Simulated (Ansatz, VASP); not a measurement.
# MoS2 in two plane-wave programs

Wanted: the spread between two codes on one cell, functional and k mesh. The cell is taken from a series of runs on this material, whose earlier steps may have relaxed, scaled, displaced or heated it; both programs get it as it stands. Other levels of theory on this material are compared in a session of their own.

Calculated with Ansatz 0.2.0; plane waves, with VASP 6.6.1 beside it; PBEsol, spin-orbit coupling.

## 1. Starting point

The cell holds 3 atoms: 2 S and 1 Mo. Cell: a = 3.117 Å, b = 3.117 Å, c = 29.500 Å, α = 90.0°, β = 90.0°, γ = 120.0°. It derives from MoS2. Vacuum lies along c.

## 2. VASP: single point, PBEsol, spin-orbit coupling

With cell and atoms fixed, the geometry can't cause a difference; cores, projectors, grids and the points listed under the comparison can.

Lines of VASP's logs that name or quote its potential files are left out, and so is its time.

Contents of INCAR:

```
SYSTEM = MoS2
PREC = Accurate
ENCUT = 400
EDIFF = 1E-06
NELM = 200
ISMEAR = 0
SIGMA = 0.01
LREAL = .FALSE.
ALGO = Normal
GGA = PS
LNONCOLLINEAR = .TRUE.
MAGMOM = 0 0 0 0 0 0 0 0 0
NBANDS = 38
GGA_COMPAT = .FALSE.
LASPH = .TRUE.
LSORBIT = .TRUE.
LMAXMIX = 4
LORBIT = 11
LWAVE = .FALSE.
LCHARG = .FALSE.
ISIF = 2
LDIPOL = .TRUE.
IDIPOL = 3
DIPOL = 0.5 0.5 0.5
LVHAR = .TRUE.
EFERMI = MIDGAP
NELMDL = -8
KPAR = 2
```

Contents of POSCAR:

```
MoS2
1.0
    3.1169016631      0.0000000000      0.0000000000
   -1.5584508316      2.6993160213      0.0000000000
    0.0000000000      0.0000000000     29.5000000000
S Mo
2 1
Direct
    0.7500000000      0.2500000000      0.4469774181
    0.7500000000      0.2500000000      0.5530204199
    0.0833333333      0.9166666667      0.4999989190
```

Contents of KPOINTS:

```
Automatic mesh
0
Gamma
9 9 1
0 0 0
```

PAW data sets: S and Mo_sv (PBE family, release 64).

The run is started by

```bash
$ mpirun -np 2 vasp_ncl
```

Numbers of over 12 decimals in the logs are rounded to 6 here.

Log:

```text
[banner, memory and clock lines left out]
running    2 mpi-ranks, on    1 nodes
 distrk:  each k-point on    1 cores,    2 groups
 distr:  one band on    1 cores,    1 groups

 POSCAR found type information on POSCAR S Mo
 POSCAR found :  2 types and       3 ions
|                                                                             |
|               ----> ADVICE to this user running VASP <----                  |
|                                                                             |
|     You enforced a specific xc type in the INCAR file but a different       |
|     [... a line on the potential file left out ...]
|     I HOPE YOU KNOW WHAT YOU ARE DOING!                                     |
|                                                                             |

 LDA part: xc-table for (Slater+PW92), standard interpolation
 POSCAR, INCAR and KPOINTS ok, starting setup
 FFT: planning ... GRIDC
 FFT: planning ... GRID_SOFT
 FFT: planning ... GRID
 WAVECAR not read
 entering main loop
       N       E                     dE             d eps       ncg     rms          rms(c)
DAV:   1     0.201542157821E+03    0.20154E+03   -0.10982E+04  1772   0.846E+02
DAV:   2    -0.541530845385E+01   -0.20696E+03   -0.19920E+03  2074   0.236E+02
DAV:   3    -0.245278177876E+02   -0.19113E+02   -0.18934E+02  1868   0.691E+01
DAV:   4    -0.249374393461E+02   -0.40962E+00   -0.40689E+00  1766   0.112E+01
DAV:   5    -0.249488973332E+02   -0.11458E-01   -0.11454E-01  1792   0.183E+00
DAV:   6    -0.249493087341E+02   -0.41140E-03   -0.41137E-03  1812   0.340E-01
DAV:   7    -0.249493278947E+02   -0.19161E-04   -0.19160E-04  1822   0.701E-02
DAV:   8    -0.249493289304E+02   -0.10358E-05   -0.10356E-05  1584   0.155E-02    0.269E+01
DAV:   9    -0.238702817700E+02    0.10790E+01   -0.52064E+00  1536   0.196E+01    0.886E+00
DAV:  10    -0.237259066071E+02    0.14438E+00   -0.23580E+00  1580   0.128E+01    0.615E+00
DAV:  11    -0.235186845084E+02    0.20722E+00   -0.43750E-01  1634   0.614E+00    0.193E+00
DAV:  12    -0.235210577409E+02   -0.23732E-02   -0.55774E-02  1714   0.144E+00    0.107E+00
DAV:  13    -0.235151505868E+02    0.59072E-02   -0.12685E-02  1632   0.102E+00    0.258E-01
DAV:  14    -0.235149176526E+02    0.23293E-03   -0.15596E-03  1922   0.258E-01    0.110E-01
[...]
DAV:  21    -0.235152423077E+02   -0.49865E-04   -0.19664E-06  1426   0.513E-03    0.237E-03
DAV:  22    -0.235152615179E+02   -0.19210E-04   -0.64972E-07  1380   0.250E-03    0.123E-03
DAV:  23    -0.235152757116E+02   -0.14194E-04   -0.50910E-07  1294   0.215E-03    0.544E-04
DAV:  24    -0.235152888991E+02   -0.13188E-04   -0.31843E-07  1238   0.159E-03    0.587E-04
DAV:  25    -0.235152954697E+02   -0.65706E-05   -0.13227E-07  1260   0.102E-03    0.406E-04
DAV:  26    -0.235152989560E+02   -0.34863E-05   -0.59681E-08  1160   0.671E-04    0.393E-04
DAV:  27    -0.235153016228E+02   -0.26668E-05   -0.53864E-08  1178   0.738E-04    0.179E-04
DAV:  28    -0.235153024277E+02   -0.80493E-06   -0.13528E-08  1054   0.381E-04
   1 F= -.23515302E+02 E0= -.23515302E+02  d E =0.000000E+00  mag=     0.0000     0.0000    -0.0000
```

OUTCAR, selected parts (step 2):

```text
ion  position               nearest neighbor table
   1  0.750  0.250  0.447-   3 2.38   3 2.38   3 2.38
   2  0.750  0.250  0.553-   3 2.38   3 2.38   3 2.38
   3  0.083  0.917  0.500-   1 2.38   2 2.38   1 2.38   2 2.38   1 2.38   2 2.38

  LATTYP: Found a hexagonal cell.
 ALAT       =     3.1169016631
 C/A-ratio  =     9.4645270171

 Subroutine GETGRP returns: Found 12 space group operations
 (whereof  4 operations were pure point group operations)

The static configuration has the point symmetry C_2v.
 The point group associated with its full space group is D_3h.

 Found     19 irreducible k-points:

   k-points           NKPTS =     19   k-points in BZ     NKDIM =     19   number of bands    NBANDS=     38

   dimension x,y,z NGX =    20 NGY =   20 NGZ =  192
   dimension x,y,z NGXF=    40 NGYF=   40 NGZF=  384

   ENCUT  =  400.0 eV  29.40 Ry    5.42 a.u.   5.08  5.08 48.11*2*pi/ulx,y,z

   NELECT =      26.0000    total number of electrons

 k-points in reciprocal lattice and weights: Automatic mesh
   0.00000000  0.00000000  0.00000000       0.012
   0.11111111  0.00000000  0.00000000       0.037
  -0.11111111  0.00000000  0.00000000       0.037
   0.22222222 -0.00000000  0.00000000       0.037
  -0.22222222  0.00000000  0.00000000       0.037
   0.33333333  0.00000000  0.00000000       0.037
  -0.33333333  0.00000000  0.00000000       0.037
   0.44444444 -0.00000000  0.00000000       0.037
  -0.44444444  0.00000000  0.00000000       0.037
[...]
-0.33333333 -0.22222222  0.00000000       0.074
   0.33333333  0.33333333  0.00000000       0.025

 dipolmoment           0.000000      0.000000      0.000804 electrons x Angstroem

 average (electrostatic) potential at core
       1 -94.4414       2 -94.4295       3 -84.3924

 E-fermi :  -2.1945

 k-point     1 :       0.0000    0.0000    0.0000
  band No.  band energies     occupation
    ...
     22      -4.6390      1.00000
     23      -4.5525      1.00000
     24      -4.5525      1.00000
     25      -3.3453      1.00000
     26      -3.3453      1.00000
     27      -0.2674      0.00000
     28      -0.2674      0.00000
     29      -0.1866      0.00000
     30      -0.1866      0.00000
     31       0.0368      0.00000
    ...

 k-point     2 :       0.1111    0.0000    0.0000
  band No.  band energies     occupation
    ...
     22      -4.8969      1.00000
     23      -4.2646      1.00000
     24      -4.2642      1.00000
     25      -3.4212      1.00000
     26      -3.4207      1.00000
     27      -0.4980      0.00000
     28      -0.4948      0.00000
     29      -0.4282      0.00000
     30      -0.4251      0.00000
     31      -0.1802      0.00000
    ...

 k-point     3 :      -0.1111    0.0000    0.0000
  band No.  band energies     occupation
    ...
     22      -4.8969      1.00000
     23      -4.2646      1.00000
     24      -4.2642      1.00000
     25      -3.4212      1.00000
     26      -3.4207      1.00000
     27      -0.4980      0.00000
     28      -0.4948      0.00000
     29      -0.4282      0.00000
     30      -0.4251      0.00000
     31      -0.1802      0.00000
    ...

  Total        0.6853495      0.6853495      0.0595536     -0.0000000      0.0000000      0.0000000
  in kB        4.4240888      4.4240888      0.3844324     -0.0000000      0.0000000      0.0000000
  external PRESSURE =       3.0775366 kB  Pullay stress =       0.0000000 kB

  energy-cutoff  :      400.00
  volume of cell :      248.20
      direct lattice vectors                 reciprocal lattice vectors
     3.116901663  0.000000000  0.000000000     0.320831424  0.185232109  0.000000000
    -1.558450832  2.699316021  0.000000000     0.000000000  0.370464218  0.000000000
     0.000000000  0.000000000 29.500000000     0.000000000  0.000000000  0.033898305

 POSITION                                       TOTAL-FORCE (eV/Angst)
 -----------------------------------------------------------------------------------
      1.94806      0.67483     13.18583        -0.000000      0.000000     -0.056023
      1.94806      0.67483     16.31410        -0.000000      0.000000      0.056023
     -1.16884      2.47437     14.74997         0.000000     -0.000000      0.000000
 -----------------------------------------------------------------------------------
    total drift:                               -0.000000      0.000000      0.172969

  FREE ENERGIE OF THE ION-ELECTRON SYSTEM (eV)
  ---------------------------------------------------
  free  energy   TOTEN  =       -23.5153024277 eV

  energy  without entropy=      -23.5153024277  energy(sigma->0) =      -23.51530243

 vacuum level on the upper side and lower side of the slab         2.738         2.721

 Spin-Orbit-Coupling matrix elements
 Ion:    1  E_soc:     -0.0022349
 Ion:    2  E_soc:     -0.0022349
 Ion:    3  E_soc:     -0.1915684

 total charge
# of ion       s       p       d       tot
------------------------------------------
    1        1.358   2.333   0.000   3.690
    2        1.358   2.333   0.000   3.690
    3        2.303   6.241   4.013  12.556
--------------------------------------------------
tot          5.019  10.906   4.013  19.937

 magnetization (x)
# of ion       s       p       d       tot
------------------------------------------
    1       -0.000  -0.000   0.000  -0.000
    2        0.000  -0.000   0.000  -0.000
    3        0.000   0.000   0.000   0.000
--------------------------------------------------
tot         -0.000  -0.000   0.000  -0.000

 magnetization (y)
# of ion       s       p       d       tot
------------------------------------------
    1        0.000   0.000   0.000   0.000
    2        0.000   0.000   0.000   0.000
    3        0.000   0.000   0.000   0.000
--------------------------------------------------
tot          0.000   0.000   0.000   0.000

 magnetization (z)
# of ion       s       p       d       tot
------------------------------------------
    1       -0.000   0.000   0.000  -0.000
    2       -0.000   0.000   0.000  -0.000
    3       -0.000   0.000   0.000   0.000
--------------------------------------------------
tot         -0.000   0.000   0.000  -0.000

[... 3 further parts left out ...]
```

[end of part 1 of 2]

[Lines on the potential files, build, host, timing and source positions are cut from VASP's logs without a mark.]

[Logs are printed without paths, hosts, clocks, repeated set-up lines and the standing remarks that a program may print on its own settings, such as how far it seeks lower states.]

[Hosts, paths, dates, database ids (printed as entryN), source tags and the programs' standing remarks are cut or masked in the printed files.]
